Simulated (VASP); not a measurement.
# Ba (Pm-3m) in VASP: notebook

One crystal, Ba, is run at these levels: PBE; tasks: single point.

All numbers are computed with VASP 6.6.1; they aren't measurements. Logs are shortened: lines on timing, memory, paths and dates and some standing lists are left out, and cuts for length are marked.

## 1. The crystal as given

It takes space group Pm-3m (No. 221, cubic). Conventional cell: a = 3.918 Å, b = 3.918 Å, c = 3.918 Å, α = 90.00°, β = 90.00°, γ = 90.00°. Ba (site symmetry m-3m) is surrounded by 6 Ba at 3.92 Å.

This isn't the form of Ba at room conditions, which is bcc.

## 2. Single point, PBE

Input file INCAR:

```
PREC = Accurate
ENCUT = 450
EDIFF = 1E-6
ISMEAR = -5
SIGMA = 0.2
LREAL = F
LASPH = T
NELM = 100
ALGO = Normal
ISIF = 2
LWAVE = F
LCHARG = F
GGA = PE
ADDGRID = F
```

Input file KPOINTS:

```
regular mesh
0
Gamma
  14 14 14
```

Input file POSCAR:

```
Ba
1.0
    3.9784390000     -0.0454340000      0.0410850000
   -0.0454340000      3.9110040000      0.0402290000
    0.0410850000      0.0402290000      3.8659060000
Ba
1
Direct
   -0.0007550000      0.0095990000     -0.0077320000
```

Potentials or basis: VASP PAW PBE potentials, release 64 (Ba_sv).

Command:

```
$ cat potpaw_PBE.64/Ba_sv/POTCAR > POTCAR
$ mpirun -np 1 vasp_std > vasp.out
```

OUTCAR:

```text
PREC = Accurate
   ENCUT = 450
   EDIFF = 1E-6
   ISMEAR = -5
   LREAL = F
   LASPH = T
   NELM = 100
   ISIF = 2
   GGA = PE

 Found   1376 irreducible k-points:

 Following reciprocal coordinates:
            Coordinates               Weight
  0.000000  0.000000  0.000000      1.000000
  0.071429  0.000000 -0.000000      2.000000
  0.142857 -0.000000 -0.000000      2.000000
  0.214286 -0.000000 -0.000000      2.000000
  0.285714 -0.000000 -0.000000      2.000000
  0.357143 -0.000000  0.000000      2.000000
   k-points           NKPTS =   1376   k-points in BZ     NKDIM =   1376   number of bands    NBANDS=      9
   number of dos      NEDOS =    301   number of ions     NIONS =      1
   total plane-waves  NPLWV =  21952
   dimension x,y,z NGX =    28 NGY =   28 NGZ =   28
   dimension x,y,z NGXF=    56 NGYF=   56 NGZF=   56
   ions per type =               1
   NGX,Y,Z   is equivalent  to a cutoff of  11.70, 11.90, 12.04 a.u.
   NGXF,Y,Z  is equivalent  to a cutoff of  23.40, 23.80, 24.08 a.u.
 SYSTEM =  unknown system
   PREC   = accura    normal or accurate (medium, high low for compatibility)
   ISTART =      0    job   : 0-new  1-cont  2-samecut
   ICHARG =      2    charge: 1-file 2-atom 10-const
   ISPIN  =      1    spin polarized calculation?
   LNONCOLLINEAR =      F non collinear calculations
   LSORBIT =      F    spin-orbit coupling
   LASPH  =      T    aspherical Exc in radial PAW
   ENCUT  =  450.0 eV  33.07 Ry    5.75 a.u.   6.88  6.77  6.69*2*pi/ulx,y,z
   NELM   =    100;   NELMIN=  2; NELMDL= -5     # of ELM steps
   EDIFF  = 0.1E-05   stopping-criterion for ELM
   LREAL  =      F    real-space projection
   EDIFFG = 0.1E-04   stopping-criterion for IOM
   NSW    =      0    number of steps for IOM
   IBRION =     -1    ionic relax: 0-MD 1-quasi-New 2-CG
   NFREE  =      0    steps in history (QN), initial steepest desc. (CG)
   ISIF   =      2    stress and relaxation
   ISYM   =      2    0-nonsym 1-usesym 2-fastsym
   POTIM  = 0.5000    time-step for ionic-motion
   TEBEG  =    0.0;   TEEND  =   0.0 temperature during run
   PSTRESS=    0.0 pullay stress
   NELECT =      10.0000    total number of electrons
   NUPDOWN=      -1.0000    fix difference up-down
   EMIN   =  10.00;   EMAX   =-10.00  energy-range for DOS
   EFERMI =   0.00;   METHOD = LEGACY
   ISMEAR =    -5;   SIGMA  =   0.20  broadening in eV -4-tet -1-fermi 0-gaus
   EFERMI_NEDOS =   21; number of points for ismear=-14 and -15
   IALGO  =     38    algorithm
   IMIX   =      4    mixing-type and parameters
     AMIX     =   0.40;   BMIX     =  1.00
     AMIX_MAG =   1.60;   BMIX_MAG =  1.00
  volume/ion in A,a.u.               =      60.13       405.78
  Fermi-wavevector in a.u.,A,eV,Ry     =   0.900275  1.701272 11.027447  0.810495
  Thomas-Fermi vector in A             =   2.023212
   LORBIT       =      0    0 simple, 1 ext, 2 COOP (PROOUT), +10 PAW based schemes
   GGA     = PE    functional components
   LHFCALC =     F    Hartree Fock is set to
   AEXX    =    0.0000 exact exchange contribution
   IVDW    =     0    specifies the selected vdW correction
   LEPSILON=     F    determine dielectric tensor
   LRPA    =     F    only Hartree local field effects (RPA)
 non-spin polarized calculation
 Fermi weights with tetrahedron method with Bloechl corrections
  energy-cutoff  :      450.00
  volume of cell :       60.13
 maximum number of plane-waves:      1323
   NGX = 13   NGY = 13   NGZ = 13

 number of electron      10.0000000 magnetization

 number of electron       9.9999999 magnetization

 Free energy of the ion-electron system (eV)
  ---------------------------------------------------
  ext. energy  EPLUGINS =         0.00000000
  ---------------------------------------------------
  free energy    TOTEN  =        -1.59522205 eV

  energy without entropy =       -1.59522205  energy(sigma->0) =       -1.59522205

 E-fermi :   1.7016     XC(G=0):  -7.5436

 val. band max:        1.8264611436   @ k =  -0.1429   0.5000   0.1429
 cond. band min:       1.6737104029   @ k =   0.5000   0.2143  -0.0000
 fundamental gap:     -0.1527507407
 Fermi energy:         1.7016195100

 k-point     1 :       0.0000    0.0000    0.0000
  band No.  band energies     occupation
      1     -27.4122      2.00000
      2     -12.2641      2.00000
      3     -12.2188      2.00000
      4     -12.1868      2.00000
      5      -0.8512      2.00000
      6       1.7582      0.00000
      7       1.7658      0.00000
      8       6.6133      0.00000
      9       6.6940      0.00000

 k-point     2 :       0.0714    0.0000   -0.0000
  band No.  band energies     occupation
      1     -27.4095      2.00000
      2     -12.3003      2.00000
      3     -12.2159      2.00000
      4     -12.1839      2.00000
      5      -0.7746      2.00000
      6       1.7811      0.00000
      7       1.8389      0.00000
      8       6.4046      0.00000
      9       6.5006      0.00000

 k-point     3 :       0.1429   -0.0000   -0.0000
  band No.  band energies     occupation
      1     -27.4020      2.00000
      2     -12.4001      2.00000
      3     -12.2076      2.00000
      4     -12.1757      2.00000
      5      -0.5596      2.00000
      6       1.8451      0.00000
      7       2.0469      0.00000
      8       5.9707      0.00000
      9       6.0750      0.00000

 k-point     4 :       0.2143   -0.0000   -0.0000
  band No.  band energies     occupation
      1     -27.3911      2.00000
      2     -12.5396      2.00000
      3     -12.1955      2.00000
      4     -12.1637      2.00000
      5      -0.2438      2.00000
      6       1.9419      0.00000
      7       2.3366      0.00000
      8       5.4923      0.00000
      9       5.6035      0.00000

 k-point     5 :       0.2857   -0.0000   -0.0000
  band No.  band energies     occupation
      1     -27.3790      2.00000
      2     -12.6884      2.00000
      3     -12.1819      2.00000
      4     -12.1503      2.00000
      5       0.1283      2.00000
      6       2.0565      0.00000
      7       2.5920      0.00000
      8       5.0697      0.00000
      9       5.1843      0.00000

 k-point     6 :       0.3571   -0.0000    0.0000
  band No.  band energies     occupation
      1     -27.3680      2.00000
      2     -12.8176      2.00000
      3     -12.1696      2.00000
      4     -12.1382      2.00000
      5       0.5113      2.00000
      6       2.1670      0.00000
      7       2.6756      0.00000
      8       4.7461      0.00000
      9       4.8628      0.00000

 [... further k-points ...]
[... 5 lines left out ...]
  --------------------------------------------------------------------------------------
  -------------------------------------------------------------------------------------
  Total       -0.0584785      0.1367714      0.3018153     -0.0493631      0.0317712      0.0410688
  in kB       -1.5581432      3.6442362      8.0417845     -1.3152672      0.8465340      1.0942663
  external PRESSURE =       3.3759592 kB  Pullay stress =       0.0000000 kB

 VOLUME and BASIS-vectors are now :
 -----------------------------------------------------------------------------
  energy-cutoff  :      450.00
  volume of cell :       60.13
      direct lattice vectors                 reciprocal lattice vectors
     3.978439000 -0.045434000  0.041085000     0.251416447  0.002948496 -0.002702616
    -0.045434000  3.911004000  0.040229000     0.002948496  0.255750771 -0.002692703
     0.041085000  0.040229000  3.865906000    -0.002702616 -0.002692703  0.258728319

 POSITION                                       TOTAL-FORCE (eV/Angst)
 -----------------------------------------------------------------------------------
      4.01577      0.03206      3.87745         0.000000      0.000000      0.000000
 -----------------------------------------------------------------------------------
    total drift:                               -0.000000     -0.000001     -0.000001

  FREE ENERGIE OF THE ION-ELECTRON SYSTEM (eV)
  ---------------------------------------------------
  free  energy   TOTEN  =        -1.5952220519 eV

  energy  without entropy=       -1.5952220519  energy(sigma->0) =       -1.59522205
```

stdout:

```text
POSCAR found type information on POSCAR Ba
 POSCAR found :  1 types and       1 ions
 scaLAPACK will be used
 LDA part: xc-table for (Slater+PW92), standard interpolation
 POSCAR, INCAR and KPOINTS ok, starting setup
 FFT: planning ... GRIDC
 FFT: planning ... GRID_SOFT
 FFT: planning ... GRID
 WAVECAR not read
 entering main loop
 -----------------------------------------------------------------------------
|                                                                             |
|           W    W    AA    RRRRR   N    N  II  N    N   GGGG   !!!           |
|           W    W   A  A   R    R  NN   N  II  NN   N  G    G  !!!           |
|           W    W  A    A  R    R  N N  N  II  N N  N  G       !!!           |
|           W WW W  AAAAAA  RRRRR   N  N N  II  N  N N  G  GGG   !            |
|           WW  WW  A    A  R   R   N   NN  II  N   NN  G    G                |
|           W    W  A    A  R    R  N    N  II  N    N   GGGG   !!!           |
|                                                                             |
|     Tetrahedron method does not include variations of the Fermi             |
|     occupations, so forces and stress will be inaccurate. We suggest        |
|     using a different smearing scheme ISMEAR = 1 or 2 for metals in         |
|     relaxations.                                                            |
|                                                                             |
 -----------------------------------------------------------------------------
```

It took 4.9 min on 1 thread of Intel Xeon Platinum 8259CL at 2.50GHz (Skylake/Cascade Lake), shared host; peak memory 0.72 GiB.

These settings aren't checked as converged: the numbers below hold their error.

Results:

| Quantity | Value |
| --- | --- |
| Free energy | -1.5952 eV |
| Pressure | 0.3 GPa |
| Band gap on the k mesh | none (metal or under the smearing width) |

Caveat: tetrahedron occupations give inexact forces and stress in metals.

## 3. Single point, PBE

INCAR: that of step 2 with these lines changed.

```diff
@@ -3,3 +3,3 @@
 EDIFF = 1E-6
-ISMEAR = -5
+ISMEAR = 0
 SIGMA = 0.2
```

KPOINTS is that of step 2.

Input file POSCAR:

```
Ba
1.0
    3.9177175405      0.0000000000      0.0000000000
    0.0000000000      3.9177175405      0.0000000000
    0.0000000000      0.0000000000      3.9177175405
Ba
1
Direct
    0.0000000000      0.0000000000      0.0000000000
```

Potentials or basis: VASP PAW PBE potentials, release 64 (Ba_sv).

Command:

```
$ cat potpaw_PBE.64/Ba_sv/POTCAR > POTCAR
$ mpirun -np 1 vasp_std > vasp.out
```

It took 31 s on 1 thread of Intel Xeon Platinum 8259CL at 2.50GHz (Skylake/Cascade Lake), shared host; peak memory 0.19 GiB.

The run converged, but some of its settings lie outside the range that counts as converged, so its numbers aren't taken as properties of the crystal.

Results:

- Free energy: -1.6029 eV
- Pressure: 0.3 GPa
- Band gap on the k mesh: none (metal or under the smearing width)

## 4. For comparison

An earlier run on the cell as given: functional PBE; potentials or basis VASP PAW PBE potentials, release 64 (Ba_sv); cutoff 520 eV; k mesh 7 × 7 × 7; occupations fermi-dirac, width 0.05 eV; no spin polarisation.

- Pressure: 0.4 GPa
- Band gap on the k mesh: 0.15 eV, indirect (least direct gap 0.22 eV)
